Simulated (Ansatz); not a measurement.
Write a Python script for Ansatz 0.2.0 through its Python package that makes a calculation of the dielectric tensor and Born charges of TiO₂, space group R-3m. Use: PBEsol, PAW, cutoff 550 eV, 8×8×8 k-points, fixed occupations.

```cif
data_structure
_symmetry_space_group_name_H-M 'P 1'
_symmetry_Int_Tables_number 1
_cell_length_a 7.1924
_cell_length_b 7.1924
_cell_length_c 7.1924
_cell_angle_alpha 24.032
_cell_angle_beta 24.032
_cell_angle_gamma 24.032
_cell_volume 54.22
loop_
_atom_site_label
_atom_site_type_symbol
_atom_site_fract_x
_atom_site_fract_y
_atom_site_fract_z
_atom_site_occupancy
Ti1 Ti 0.00000 0.00000 0.00000 1
O1 O 0.62047 0.62047 0.62047 1
O2 O 0.37953 0.37953 0.37953 1
```

The script, `eps_tio2.py`:
```python
# -*- coding: utf-8 -*-
'''Response of TiO2 to an electric field.'''

import ansatz as az
import numpy as np

crystal = (
    az.Lattice.of((1.497331, 0.864485, 6.981544), (-1.497331, 0.864485, 6.981544), (0.0, -1.728969, 6.981544))
    .atom('Ti', (0.0, 0.0, 0.0))
    .atom('O', (0.620467, 0.620467, 0.620467))
    .atom('O', (0.379533, 0.379533, 0.379533))
)

# an insulator: whole occupations
calculation = (
    crystal.calculation()
    .functional('pbesol')
    .pseudopotentials('paw')
    .basis(550)
    .kpoints(8)
    .occupations('fixed')
    .dielectric()
)
out = calculation.run()
response = out.dielectric
eps = np.asarray(response.eps_inf)

print(f'mean eps_inf {np.trace(eps) / 3:.3f}, fraction of exact exchange 1/eps = {3 / np.trace(eps):.3f}')
print(np.array2string(eps, precision=3, suppress_small=True))
for index, (site, z) in enumerate(zip(out.lattice.sites, response.zstar_e)):
    print('Born charge tensor of', site.symbol, index)
    print(np.round(z, 3) + 0.0)
print(f'charge neutrality missed by {response.zstar_sum_residual_pre_e:.4f} e before the sum rule')
```

```console
$ python eps_tio2.py
mean eps_inf 4.008, fraction of exact exchange 1/eps = 0.249
[[ 5.132  0.     0.   ]
 [ 0.     5.132 -0.   ]
 [ 0.    -0.     1.76 ]]
Born charge tensor of Ti 0
[[7.026 0.    0.   ]
 [0.    7.026 0.   ]
 [0.    0.    1.208]]
Born charge tensor of O 1
[[-3.513  0.     0.   ]
 [ 0.    -3.513  0.   ]
 [ 0.     0.    -0.604]]
Born charge tensor of O 2
[[-3.513  0.     0.   ]
 [ 0.    -3.513  0.   ]
 [ 0.     0.    -0.604]]
charge neutrality missed by 0.0021 e before the sum rule
```

What to keep in mind:
- The run is spin-unpolarised.
- The Fermi level of a run with fixed occupations marks the highest occupied state on its mesh, not mid-gap.
- Averages over directions belong to no single polarisation, least of all in layered crystals.
- Pressure is positive in compression.
- The structure comes from a database of computed cells and needn't be a stable or known phase.
- This is the electronic (clamped-ion) response; a semilocal gap that is too small tends to raise it. The typed mesh is that of the SCF; the response is solved on denser meshes that the run picks.
- Hardware and time: 120 s on 1 thread of Intel(R) Xeon(R) Processor @ 2.30GHz, on a shared host, peak memory 1.4 GiB.
